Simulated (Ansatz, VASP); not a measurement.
# CoSi2: VASP beside Ansatz

```xyz
3
Lattice="0.0000 2.6795 2.6795 2.6795 0.0000 2.6795 2.6795 2.6795 0.0000" Properties=species:S:1:pos:R:3 pbc="T T T"
Co    0.0000    0.0000    0.0000
Si    4.0193    4.0193    4.0193
Si    1.3398    1.3398    1.3398
```

Alike in both runs: task relaxation of cell and atoms; functional PBE; k mesh 16 × 16 × 16; occupations gaussian, width 0.1 eV; no spin polarisation.

```csv
,VASP,Ansatz
version,VASP 6.6.1,Ansatz 0.2.0
potentials or method,"VASP PAW PBE potentials, release 64 (Co, Si)","scalar-relativistic, plane waves, PAW"
plane-wave cutoff (eV),600,420
valence electrons in the cell,17,25
```

Ansatz gave:

| Property | Result |
| --- | --- |
| gap on the k mesh at the Fermi level, each at its own relaxed structure (eV) | none |
| relaxed volume (Å³/atom) | 12.83 |
| relaxed cell length with the largest relative difference (Å) | 3.790 |

**Question.** What did VASP give for the same quantities?

**Answer.** gap on the k mesh at the Fermi level, each at its own relaxed structure (eV): none; relaxed volume (Å³/atom): 12.83; relaxed cell length with the largest relative difference (Å): 3.789.

A gap of «none» marks a metal or a gap that the smearing closes. The two sets of potentials don't hold the same shells in valence.

Caveats: the relaxation stopped at its first step, so nothing moved. Spin polarisation is off, so any magnetic state and its effect on volume and gap are missing.
